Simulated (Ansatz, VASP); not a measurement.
NaI: VASP beside Ansatz

```
CELL_PARAMETERS angstrom
0.00000 3.19746 3.19746
3.19746 0.00000 3.19746
3.19746 3.19746 0.00000
ATOMIC_POSITIONS crystal
Na 0.00000 0.00000 0.00000
I 0.50000 0.50000 0.50000
```

Alike in both runs: task single point; functional PBE; k mesh 6 × 6 × 6; occupations gaussian, width 0.02 eV; no spin polarisation.

|  | VASP | Ansatz |
| --- | --- | --- |
| version | VASP 6.6.1 | Ansatz 0.2.0 |
| potentials or method | VASP PAW PBE potentials, release 64 (Na_pv, I) | scalar-relativistic, plane waves, PAW |
| plane-wave cutoff (eV) | 520 | 420 |
| valence electrons in the cell | 14 | 26 |

|  | VASP | Ansatz | Ansatz less VASP |
| --- | --- | --- | --- |
| gap on the k mesh at the Fermi level (eV) | 3.74 | 3.74 | +0.004 |
| least direct gap on the mesh (eV) | 3.74 | 3.74 | +0.004 |
| pressure (GPa) | 1.1 | 1.1 | -0.03 |

With one functional, cell and mesh, what is left measures potentials, basis and numerics. The two sets of potentials don't hold the same shells in valence.

Caveats: spin-orbit coupling is left out, which moves the levels of the heavy elements. As with any semilocal functional, this PBE gap is likely too small.
